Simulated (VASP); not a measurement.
# CaO (Lime) (Fm-3m) in VASP: further runs

The runs below take CaO (Lime) through relaxation of the atoms, with PBE+D3(BJ).

All numbers are computed with VASP 6.6.1; they aren't measurements. Logs are shortened: lines on timing, memory, paths and dates and some standing lists are left out, and cuts for length are marked.

## 1. The undisturbed crystal

It takes space group Fm-3m (No. 225, cubic). The conventional cell has a = 4.813 Å, b = 4.813 Å, c = 4.813 Å, α = 90.00°, β = 90.00°, γ = 90.00°. Ca (site symmetry m-3m) has 6 O at 2.41 Å as nearest neighbours. O (site symmetry m-3m) is surrounded by 6 Ca at 2.41 Å.

## 2. Relaxation of the atoms, PBE+D3(BJ) (a relaxed cell with its volume scaled by 1.02)

File INCAR:

```
ALGO = Normal
EDIFF = 1E-7
EDIFFG = -0.01
ENCUT = 600
GGA = PE
IBRION = 2
ISIF = 2
ISMEAR = 0
IVDW = 12
LASPH = T
LCHARG = F
LREAL = F
LWAVE = F
NELM = 80
NSW = 40
PREC = Accurate
SIGMA = 0.03
```

File KPOINTS:

```
k-points
0
Gamma
  10 10 10
```

File POSCAR:

```
CaO                                     
1.0
    0.0000000000      2.4111476270      2.4111476270
    2.4111476270      0.0000000000      2.4111476270
    2.4111476270      2.4111476270      0.0000000000
  Ca              O             
     1     1
Direct
     0.0000000000000000    0.0000000000000000    0.0000000000000000
     0.5000000000000000    0.5000000000000000    0.5000000000000000
```

Potentials or basis: VASP PAW PBE potentials, release 64 (Ca_sv, O).

The run is started by

```bash
cat potpaw_PBE.64/Ca_sv/POTCAR potpaw_PBE.64/O/POTCAR > POTCAR
mpirun -np 1 vasp_std > vasp.out
```

OUTCAR:

```text
EDIFF = 1E-7
   EDIFFG = -0.01
   ENCUT = 600
   GGA = PE
   IBRION = 2
   ISIF = 2
   ISMEAR = 0
   IVDW = 12
   LASPH = T
   LREAL = F
   NELM = 80
   NSW = 40
   PREC = Accurate
 IVDW          = 12

 ion  position               nearest neighbor table
   1  0.000  0.000  0.000-   2 2.41   2 2.41   2 2.41   2 2.41   2 2.41   2 2.41
   2  0.500  0.500  0.500-   1 2.41   1 2.41   1 2.41   1 2.41   1 2.41   1 2.41

  LATTYP: Found a face centered cubic cell.
 ALAT       =     4.8222952540

  Lattice vectors:

 A1 = (   0.0000000000,   2.4111476270,   2.4111476270)
 A2 = (   2.4111476270,   0.0000000000,   2.4111476270)
 A3 = (   2.4111476270,   2.4111476270,   0.0000000000)

Analysis of symmetry for initial positions (statically):
=====================================================================
 Subroutine PRICEL returns:
 Original cell was already a primitive cell.

 Routine SETGRP: Setting up the symmetry group for a
 face centered cubic supercell.

 Subroutine GETGRP returns: Found 48 space group operations
 (whereof 48 operations were pure point group operations)
 out of a pool of 48 trial point group operations.

The static configuration has the point symmetry O_h .

Analysis of symmetry for dynamics (positions and initial velocities):
=====================================================================
 Subroutine PRICEL returns:
 Original cell was already a primitive cell.

 Routine SETGRP: Setting up the symmetry group for a
 face centered cubic supercell.

 Subroutine GETGRP returns: Found 48 space group operations
 (whereof 48 operations were pure point group operations)
 out of a pool of 48 trial point group operations.

The dynamic configuration has the point symmetry O_h .

 Subroutine INISYM returns: Found 48 space group operations
 (whereof 48 operations are pure point group operations),
 and found     1 'primitive' translations

----------------------------------------------------------------------------------------

                                     Primitive cell

  volume of cell :      28.0351

  direct lattice vectors                    reciprocal lattice vectors
     0.000000000  2.411147627  2.411147627    -0.207370131  0.207370131  0.207370131
     2.411147627  0.000000000  2.411147627     0.207370131 -0.207370131  0.207370131
     2.411147627  2.411147627  0.000000000     0.207370131  0.207370131 -0.207370131

  length of vectors
     3.409877675  3.409877675  3.409877675     0.359175603  0.359175603  0.359175603

  position of ions in fractional coordinates (direct lattice)
     0.000000000  0.000000000  0.000000000
     0.500000000  0.500000000  0.500000000

  ion indices of the primitive-cell ions
   primitive index   ion index
                 1           1
                 2           2

----------------------------------------------------------------------------------------

 KPOINTS: k-points

Automatic generation of k-mesh.
 Grid dimensions read from file:
 generate k-points for:   10   10   10

 Generating k-lattice:

  Cartesian coordinates                     Fractional coordinates (reciprocal lattice)
    -0.020737013  0.020737013  0.020737013     0.100000000  0.000000000  0.000000000
     0.020737013 -0.020737013  0.020737013     0.000000000  0.100000000  0.000000000
     0.020737013  0.020737013 -0.020737013     0.000000000  0.000000000  0.100000000

  Length of vectors
     0.035917560  0.035917560  0.035917560

  Shift w.r.t. Gamma in fractional coordinates (k-lattice)
     0.000000000  0.000000000  0.000000000

 Subroutine IBZKPT returns following result:
 ===========================================

 Found     47 irreducible k-points:

 Following reciprocal coordinates:
            Coordinates               Weight
  0.000000  0.000000  0.000000      1.000000
  0.100000  0.000000  0.000000      8.000000
  0.200000  0.000000  0.000000      8.000000
  0.300000  0.000000  0.000000      8.000000
  0.400000  0.000000  0.000000      8.000000
  0.500000  0.000000  0.000000      4.000000
[... 16 lines left out ...]
  0.300000  0.300000  0.000000      6.000000
  0.400000  0.300000  0.000000     24.000000
 [... further k-points ...]
   k-points           NKPTS =     47   k-points in BZ     NKDIM =     47   number of bands    NBANDS=     12
   number of dos      NEDOS =    301   number of ions     NIONS =      2
   total plane-waves  NPLWV =  21952
   dimension x,y,z NGX =    28 NGY =   28 NGZ =   28
   dimension x,y,z NGXF=    56 NGYF=   56 NGZF=   56
   ions per type =               1   1
   NGX,Y,Z   is equivalent  to a cutoff of  13.65, 13.65, 13.65 a.u.
   NGXF,Y,Z  is equivalent  to a cutoff of  27.30, 27.30, 27.30 a.u.
 SYSTEM =  unknown system
   PREC   = accura    normal or accurate (medium, high low for compatibility)
   ISTART =      0    job   : 0-new  1-cont  2-samecut
   ICHARG =      2    charge: 1-file 2-atom 10-const
   ISPIN  =      1    spin polarized calculation?
   LNONCOLLINEAR =      F non collinear calculations
   LSORBIT =      F    spin-orbit coupling
   LASPH  =      T    aspherical Exc in radial PAW
   ENCUT  =  600.0 eV  44.10 Ry    6.64 a.u.   6.81  6.81  6.81*2*pi/ulx,y,z
   NELM   =     80;   NELMIN=  2; NELMDL= -5     # of ELM steps
   EDIFF  = 0.1E-06   stopping-criterion for ELM
   LREAL  =      F    real-space projection
   EDIFFG = -.1E-01   stopping-criterion for IOM
   NSW    =     40    number of steps for IOM
   IBRION =      2    ionic relax: 0-MD 1-quasi-New 2-CG
   NFREE  =      1    steps in history (QN), initial steepest desc. (CG)
   ISIF   =      2    stress and relaxation
   ISYM   =      2    0-nonsym 1-usesym 2-fastsym
   POTIM  = 0.5000    time-step for ionic-motion
   TEBEG  =    0.0;   TEEND  =   0.0 temperature during run
   PSTRESS=    0.0 pullay stress
   NELECT =      16.0000    total number of electrons
   NUPDOWN=      -1.0000    fix difference up-down
   EMIN   =  10.00;   EMAX   =-10.00  energy-range for DOS
   EFERMI =   0.00;   METHOD = LEGACY
   ISMEAR =     0;   SIGMA  =   0.03  broadening in eV -4-tet -1-fermi 0-gaus
   EFERMI_NEDOS =   21; number of points for ismear=-14 and -15
   IALGO  =     38    algorithm
   IMIX   =      4    mixing-type and parameters
     AMIX     =   0.40;   BMIX     =  1.00
     AMIX_MAG =   1.60;   BMIX_MAG =  1.00
  volume/ion in A,a.u.               =      14.02        94.59
  Fermi-wavevector in a.u.,A,eV,Ry     =   1.357941  2.566137 25.089209  1.844005
  Thomas-Fermi vector in A             =   2.484817
   LORBIT       =      0    0 simple, 1 ext, 2 COOP (PROOUT), +10 PAW based schemes
   GGA     = PE    functional components
   LHFCALC =     F    Hartree Fock is set to
   AEXX    =    0.0000 exact exchange contribution
   IVDW    =    12    specifies the selected vdW correction
   LEPSILON=     F    determine dielectric tensor
   LRPA    =     F    only Hartree local field effects (RPA)
 conjugate gradient relaxation of ions
 non-spin polarized calculation
 Gauss-broadening in eV      SIGMA  =   0.03
  energy-cutoff  :      600.00
  volume of cell :       28.04
 maximum number of plane-waves:       960
   NGX = 13   NGY = 13   NGZ = 13

 number of electron      15.9999998 magnetization

 Free energy of the ion-electron system (eV)
  ---------------------------------------------------
  ext. energy  EPLUGINS =         0.00000000
  ---------------------------------------------------
  free energy    TOTEN  =       -12.80668261 eV

  energy without entropy =      -12.80668261  energy(sigma->0) =      -12.80668261

 E-fermi :   2.4102     XC(G=0): -10.4273

 val. band max:        2.2920884891   @ k =   0.0000   0.0000   0.0000
 cond. band min:       5.9317931280   @ k =   0.5000   0.5000   0.0000
 fundamental gap:      3.6397046389
 Fermi energy:         2.4101721374

 k-point     1 :       0.0000    0.0000    0.0000
  band No.  band energies     occupation
      1     -35.3839      2.00000
      2     -16.1552      2.00000
      3     -16.1552      2.00000
      4     -16.1552      2.00000
      5     -13.2213      2.00000
      6       2.2921      2.00000
      7       2.2921      2.00000
      8       2.2921      2.00000
      9       6.9264      0.00000
     10       8.4944      0.00000
     11       8.4944      0.00000
     12       8.4944      0.00000

 k-point     2 :       0.1000    0.0000    0.0000
  band No.  band energies     occupation
      1     -35.3746      2.00000
      2     -16.2890      2.00000
      3     -16.1602      2.00000
      4     -16.1602      2.00000
      5     -13.0803      2.00000
      6       1.9334      2.00000
      7       2.1555      2.00000
      8       2.1555      2.00000
      9       7.3830      0.00000
     10       8.4610      0.00000
     11       8.6633      0.00000
     12       8.6633      0.00000

 k-point     3 :       0.2000    0.0000    0.0000
  band No.  band energies     occupation
      1     -35.3501      2.00000
      2     -16.5951      2.00000
      3     -16.1734      2.00000
      4     -16.1734      2.00000
      5     -12.7547      2.00000
      6       1.1688      2.00000
      7       1.8273      2.00000
      8       1.8273      2.00000
      9       8.3403      0.00000
     10       8.5674      0.00000
     11       9.1296      0.00000
     12       9.1296      0.00000
[... 286 lines left out ...]
 k-point    23 :       0.3000    0.3000    0.0000
  band No.  band energies     occupation
      1     -35.2998      2.00000
      2     -16.7145      2.00000
      3     -16.2994      2.00000
      4     -16.2994      2.00000
      5     -12.7157      2.00000
      6       0.5660      2.00000
      7       1.9511      2.00000
      8       1.9511      2.00000
      9       6.6291      0.00000
     10       9.2856      0.00000
     11      10.6984      0.00000
     12      10.8082      0.00000

 k-point    24 :       0.4000    0.3000    0.0000
  band No.  band energies     occupation
      1     -35.2807      2.00000
      2     -16.7746      2.00000
      3     -16.3477      2.00000
      4     -16.3216      2.00000
      5     -12.7162      2.00000
      6       0.6238      2.00000
      7       1.7409      2.00000
      8       1.8402      2.00000
      9       6.5940      0.00000
     10       9.8626      0.00000
     11      11.0133      0.00000
     12      11.0935      0.00000

 [... further k-points ...]

------------------------ aborting loop because EDIFF is reached ----------------------------------------

 Edisp (eV)   -0.53885

 E8    (eV) :    -0.2418

  FORCE on cell =-STRESS in cart. coord.  units (eV):
  Direction    XX          YY          ZZ          XY          YZ          ZX
  --------------------------------------------------------------------------------------
  -------------------------------------------------------------------------------------
  Total      -0.37269    -0.37269    -0.37269     0.00000    -0.00000     0.00000
  in kB     -21.29881   -21.29881   -21.29881     0.00000    -0.00000     0.00000
  external pressure =      -21.30 kB  Pullay stress =        0.00 kB

 VOLUME and BASIS-vectors are now :
 -----------------------------------------------------------------------------
  energy-cutoff  :      600.00
  volume of cell :       28.04
      direct lattice vectors                 reciprocal lattice vectors
     0.000000000  2.411147627  2.411147627    -0.207370131  0.207370131  0.207370131
     2.411147627  0.000000000  2.411147627     0.207370131 -0.207370131  0.207370131
     2.411147627  2.411147627  0.000000000     0.207370131  0.207370131 -0.207370131

 POSITION                                       TOTAL-FORCE (eV/Angst)
 -----------------------------------------------------------------------------------
      0.00000      0.00000      0.00000        -0.000000     -0.000000     -0.000000
      2.41115      2.41115      2.41115         0.000000      0.000000      0.000000
 -----------------------------------------------------------------------------------
    total drift:                                0.000000      0.000000      0.000000

  FREE ENERGIE OF THE ION-ELECTRON SYSTEM (eV)
  ---------------------------------------------------
  free  energy   TOTEN  =       -13.3455339012 eV

  energy  without entropy=      -13.3455339012  energy(sigma->0) =      -13.34553390

 reached required accuracy - stopping structural energy minimisation
```

Run time: 12 s. Hardware: 1 thread of AMD EPYC 9R45 (Zen 5), shared host; peak memory 0.15 GiB.

Results:

| Item | Value |
| --- | --- |
| Free energy | -13.3455 eV |
| Pressure after relaxing | -2.1 GPa |
| Band gap on the k mesh | 3.64 eV, indirect (least direct gap 4.02 eV) |
| Dispersion energy per atom | -0.269 eV |

Final structure:
```
CELL_PARAMETERS angstrom
0.00000 2.41115 2.41115
2.41115 0.00000 2.41115
2.41115 2.41115 0.00000
ATOMIC_POSITIONS crystal
Ca 0.00000 0.00000 0.00000
O 0.50000 0.50000 0.50000
```

Levels at points of the mesh, in eV from the valence-band top:
```tsv
k point	band 5	band 6	band 7	band 8	band 9	band 10	band 11	band 12
(0.00, 0.00, 0.00)	-15.51	0.00	0.00	0.00	4.63	6.20	6.20	6.20
(0.50, 0.00, 0.00)	-14.36	-2.62	-1.18	-1.18	7.00	8.30	8.30	8.43
(0.50, 0.50, 0.00)	-15.27	-1.31	-0.38	-0.38	3.64	7.97	8.84	9.47
```

Caveat: the relaxation stopped at its first step, so nothing moved.

## 3. Relaxation of the atoms, PBE+D3(BJ) (a relaxed cell with its volume scaled by 1.04)

INCAR is that of step 2.

KPOINTS is that of step 2.

File POSCAR:

```
CaO                                     
1.0
    0.0000000000      2.4268048685      2.4268048685
    2.4268048685      0.0000000000      2.4268048685
    2.4268048685      2.4268048685      0.0000000000
  Ca              O             
     1     1
Direct
     0.0000000000000000    0.0000000000000000    0.0000000000000000
     0.5000000000000000    0.5000000000000000    0.5000000000000000
```

Potentials or basis: VASP PAW PBE potentials, release 64 (Ca_sv, O).

The run is started by

```bash
cat potpaw_PBE.64/Ca_sv/POTCAR potpaw_PBE.64/O/POTCAR > POTCAR
mpirun -np 1 vasp_std > vasp.out
```

It took 12 s on 1 thread of AMD EPYC 9R45 (Zen 5), shared host; peak memory 0.15 GiB.

It converged, with:

```
Free energy                : -13.3357 eV
Pressure after relaxing    : -4.1 GPa
Band gap on the k mesh     : 3.64 eV, indirect (least direct gap 4.02 eV)
Dispersion energy per atom : -0.264 eV
```

Final structure:
```yaml
crystal:
  lattice:
    - [0.00000, 2.42680, 2.42680]
    - [2.42680, 0.00000, 2.42680]
    - [2.42680, 2.42680, 0.00000]
  atoms:
    - { symbol: Ca, position: [0.00000, 0.00000, 0.00000] }
    - { symbol: O, position: [0.50000, 0.50000, 0.50000] }
```

Levels at points of the mesh, in eV from the valence-band top:
```csv
k point,band 6,band 7,band 8,band 9,band 10,band 11
"(0.00, 0.00, 0.00)",0.00,0.00,0.00,4.48,6.15,6.15
"(0.50, 0.00, 0.00)",-2.57,-1.15,-1.15,6.91,8.20,8.20
"(0.50, 0.50, 0.00)",-1.31,-0.38,-0.38,3.64,7.83,8.73
```

Caveat: the relaxation stopped at its first step, so nothing moved. A k mesh can miss the band edges.
